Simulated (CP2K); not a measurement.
W:

```xyz
1
Lattice="2.7407 0.0000 0.0000 -0.9136 2.5840 0.0000 -0.9136 -1.2920 2.2378" Properties=species:S:1:pos:R:3 pbc="T T T"
W     0.0000    0.0000    0.0000
```

Base run:

* Program: CP2K 2026.2
* Functional: PBEsol
* Potentials or basis: POTENTIAL_UZH W GTH-PBE-q14; TZVP-MOLOPT-PBE-GTH basis
* Density cutoff: 9184 eV
* k mesh: 12 × 12 × 12
* Occupations: fermi-dirac, width 0.05 eV
* Spin: no spin polarisation

Its results: band gap on the k mesh none (metal or under the smearing width); pressure -3.4 GPa.

Problem. After a change of settings the same cell gave: band gap on the k mesh none (metal or under the smearing width); pressure 4.6 GPa. Which change was it?
A. functional from PBEsol to optB88-vdW
B. functional from PBEsol to PBE
C. functional from PBEsol to BLYP
D. functional from PBEsol to r2SCAN

Solution. A.

Caveats: the potentials were made for another functional, which shifts forces and pressure; the basis of atomic orbitals isn't converged, which shifts pressures, moduli and gaps.
